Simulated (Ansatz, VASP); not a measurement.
ScAl: VASP beside Ansatz

```
Sc Al
1.0
     3.37035    0.00000    0.00000
     0.00000    3.37035    0.00000
     0.00000    0.00000    3.37035
Sc Al
1 1
Direct
  0.50000 0.50000 0.50000
  0.00000 0.00000 0.00000
```

The cell comes from a database or a generator and needn't be the stable form of this composition.

Alike in both runs: task relaxation of cell and atoms; functional PBEsol; k mesh 12 × 12 × 12; occupations gaussian, width 0.1 eV; no spin polarisation.

|  | VASP | Ansatz |
| --- | --- | --- |
| version | VASP 6.6.1 | Ansatz 0.2.0 |
| potentials or method | VASP PAW PBE potentials, release 64 (Sc_sv, Al) | scalar-relativistic, plane waves, PAW |
| plane-wave cutoff (eV) | 600 | 420 |
| valence electrons in the cell | 14 | 14 |

```tsv
	VASP	Ansatz	Ansatz less VASP
gap on the k mesh at the Fermi level, each at its own relaxed structure (eV)	none	none	-
relaxed volume (Å³/atom)	18.74	18.70	-0.036
relaxed cell length with the largest relative difference (Å)	3.347	3.344	-0.0021
energy change over the relaxation (meV/atom)	-2	-3	-0.4
```

A gap of «none» marks a metal or a gap that the smearing closes.

Caveats: the PAW data sets were made with another functional, which shifts forces and pressure a little (VASP).
